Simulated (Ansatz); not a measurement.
# GaP (F-43m): response to moved atoms and strain

How does GaP (F-43m) push back when it is distorted? Each run changes the relaxed cell in one way.

Program: Ansatz 0.2.0. Level of theory: DFT PBEsol, scalar-relativistic, plane waves, PAW. These are calculated values, not measurements.

**1. The structure to begin with**

It takes space group F-43m (No. 216, cubic). The conventional cell has a = 5.438 Å, b = 5.438 Å, c = 5.438 Å, α = 90.00°, β = 90.00°, γ = 90.00°. Ga (site symmetry -43m) is surrounded by 4 P at 2.35 Å. Around P (site symmetry -43m) lie 4 Ga at 2.35 Å.

As a file:

```xyz
2
Lattice="0.0000 2.7192 2.7192 2.7192 0.0000 2.7192 2.7192 2.7192 0.0000" Properties=species:S:1:pos:R:3 pbc="T T T"
Ga    0.0000    0.0000    0.0000
P     4.0789    4.0789    4.0789
```

An earlier run at PBEsol left this cell at 20.107 Å³/atom and 0.00 GPa (10×10×10 mesh).

The changes: atom 2 (P) moved 0.08 Å along x; strain e4 = -0.01, atoms carried along.

**2. Atom 2 (P) moved 0.08 Å along x**

input.yaml

```yaml
crystal:
  lattice:
    - [0.0, 2.7192436765, 2.7192436765]
    - [2.7192436765, 0.0, 2.7192436765]
    - [2.7192436765, 2.7192436765, 0.0]
  atoms:
    - { symbol: Ga, position: [0.0, 0.0, 0.0] }
    - { symbol: P, position: [0.7352900274, 0.7647099726, 0.7647099726] }
basis:
  ecutwfc: 420
  ecutrho_ratio: 4
kpoints:
  mp_grid: { grid: [10, 10, 10] }
hamiltonian:
  xc: pbesol
scf:
  occupations: { method: gaussian, width: 0.05 }
output:
  forces: true
  stress: true
  eigenvalues: true
```

The log of the run, cut to the lines that bear on the results:

```text
Warning: RAYON_NUM_THREADS=4 ignored (pool sized by the plan → 4); use --threads N
[...]
Pseudopotentials: kind: paw
Pseudopotential: Ga, paw, valence charge 13, recommended cutoff 420 eV (normal), Ga.paw.azcp
Pseudopotential: P, paw, valence charge 5, recommended cutoff 420 eV (normal), P.paw.azcp
Functional definition: PBEsol
[...]
Crystal: 2 atoms, lattice volume = 40.214 Å³
Basis set: ecut = 420 eV, 749 PW (Γ), exchange–correlation on 54×54×54 points (8 copies of the dense FFT grid, shifted against one another)
Bands: 13, of which v1, the nominal top of the filled ones, is band 9 counted from 1 (8 counted from 0)
Symmetry: 4 space group operations
Space group: Imm2 (ITA 44), of the structure as read, at distance tolerance 3.4e-5 Å
k-points: 171 of 1000 (time reversal used)
[...]
SCF iter   1: F=—  HF=-4484.030092 eV  |F-HF|=—  |Δ(HF+E_count)|=         —  Δρ=4.50e-3  dr2=1.32e-2  ethr=1.77e-3  ⟨swp⟩=6.3  Hψ=14736  notcnv=0
[...]
SCF iter   6: F=-4484.024905 eV  HF=-4484.024905 eV  |F-HF|=1.33e-8  |Δ(HF+E_count)|=   3.33e-7  Δρ=7.80e-6  dr2=1.60e-8  ethr=5.56e-10  ⟨swp⟩=7.1  Hψ=11923  notcnv=0
[...]
SCF converged after 6 iterations
Free energy (F): -4484.024905 eV
[...]
E sigma→0 (E₀):  -4484.024905 eV
Fermi energy:    7.877923 eV
[...]
--- Forces (eV/Å), atoms counted from 1 ---
  atom   1  Ga     0.79969671     0.00000000    -0.00000000
  atom   2  P     -0.79969651    -0.00000000     0.00000000
[...]
--- Stress (GPa, compression-positive) ---
        0.033107       0.000000      -0.000000
        0.000000       0.325771       2.474266
       -0.000000       2.474266       0.325771
  P = ⅓ Tr σ = 0.2282 GPa (2.282 kbar)
--- Band table (eV; the first three rows and the last of 171) ---
  k-point 0: bands = ["-7.5130", "-7.5079", "-7.4880", "-7.3982", "-7.3980", "-5.4914", "6.8181", "7.0916", "7.3037", "8.8747", "10.7794", "10.8802", "11.0489"]
[...]
```

Run time: 3.9 s. Hardware: 4 threads of an Arm CPU, shared host; peak memory 0.41 GiB.

Read off: volume 20.107 Å³/atom, pressure 0.23 GPa, mesh gap 1.15 eV.

Forces on the atoms, as numbers:

| atom | x (eV/Å) | y (eV/Å) | z (eV/Å) |
| --- | --- | --- | --- |
| Ga1 | 0.800 | 0.000 | 0.000 |
| P2 | -0.800 | 0.000 | 0.000 |

**3. Strain e4 = -0.01, atoms carried along**

input.yaml

```yaml
crystal:
  lattice:
    - [0.0, 2.7056474581, 2.7056474581]
    - [2.7192436765, -0.0135962184, 2.7192436765]
    - [2.7192436765, 2.7192436765, -0.0135962184]
  atoms:
    - { symbol: Ga, position: [0.0, 0.0, 0.0] }
    - { symbol: P, position: [0.75, 0.75, 0.75] }
basis:
  ecutwfc: 420
  ecutrho_ratio: 4
kpoints:
  mp_grid: { grid: [10, 10, 10] }
hamiltonian:
  xc: pbesol
scf:
  occupations: { method: gaussian, width: 0.05 }
output:
  forces: true
  stress: true
  eigenvalues: true
```

The log of the run, cut to the lines that bear on the results:

```text
Warning: RAYON_NUM_THREADS=4 ignored (pool sized by the plan → 4); use --threads N
[...]
[... 4 set-up lines as earlier in the session ...]
[...]
Crystal: 2 atoms, lattice volume = 40.213 Å³
Basis set: ecut = 420 eV, 765 PW (Γ), exchange–correlation on 54×54×54 points (8 copies of the dense FFT grid, shifted against one another)
Bands: 13, of which v1, the nominal top of the filled ones, is band 9 counted from 1 (8 counted from 0)
[... 2 set-up lines as earlier in the session ...]
k-points: 171 of 1000 (time reversal used)
[...]
SCF iter   1: F=—  HF=-4484.061024 eV  |F-HF|=—  |Δ(HF+E_count)|=         —  Δρ=4.52e-3  dr2=1.33e-2  ethr=1.77e-3  ⟨swp⟩=6.3  Hψ=14721  notcnv=0
[...]
SCF iter   6: F=-4484.055848 eV  HF=-4484.055848 eV  |F-HF|=1.41e-8  |Δ(HF+E_count)|=   3.51e-7  Δρ=8.13e-6  dr2=1.49e-8  ethr=5.56e-10  ⟨swp⟩=7.2  Hψ=11945  notcnv=0
[...]
SCF converged after 6 iterations
Free energy (F): -4484.055848 eV
[...]
E sigma→0 (E₀):  -4484.055848 eV
Fermi energy:    7.818235 eV
[...]
--- Forces (eV/Å), atoms counted from 1 ---
  atom   1  Ga     0.07749279     0.00000000    -0.00000000
  atom   2  P     -0.07749274    -0.00000000     0.00000000
[...]
--- Stress (GPa, compression-positive) ---
        0.009716       0.000000      -0.000000
        0.000000       0.014781       0.911863
       -0.000000       0.911863       0.014781
  P = ⅓ Tr σ = 0.0131 GPa (0.131 kbar)
--- Band table (eV; the first three rows and the last of 171) ---
  k-point 0: bands = ["-7.4881", "-7.4868", "-7.4852", "-7.3845", "-7.3845", "-5.4925", "7.0621", "7.0768", "7.0941", "8.8727", "10.8233", "10.8991", "10.9674"]
[...]
```

Run time: 3.8 s. Hardware: 4 threads of an Arm CPU, shared host; peak memory 0.41 GiB.

Result: volume 20.106 Å³/atom, pressure 0.01 GPa, gap on the mesh 1.45 eV.

Forces on the atoms, as numbers:

| atom | x (eV/Å) | y (eV/Å) | z (eV/Å) |
| --- | --- | --- | --- |
| Ga1 | 0.077 | 0.000 | 0.000 |
| P2 | -0.077 | 0.000 | 0.000 |

**4. Results**

| change | change of free energy (meV/atom) | largest force (eV/Å) | largest change of stress (GPa) |
| --- | --- | --- | --- |
| atom 2 (P) moved 0.08 Å along x | 16.04 | 0.800 | 2.47 |
| strain e4 = -0.01, atoms carried along | 0.57 | 0.077 | 0.91 |

Moving atom 2 by 0.08 Å meets a restoring force of 0.800 eV/Å along the move, a force constant of about 10.0 eV/Å². The strain e4 = -0.01 changes that stress component by +0.91 GPa (compression positive), a ratio of 91 GPa; that is a secant over a finite strain with the atoms carried along, not the elastic constant. No change lowers the energy by more than 0.5 meV/atom; other distortions weren't tried.
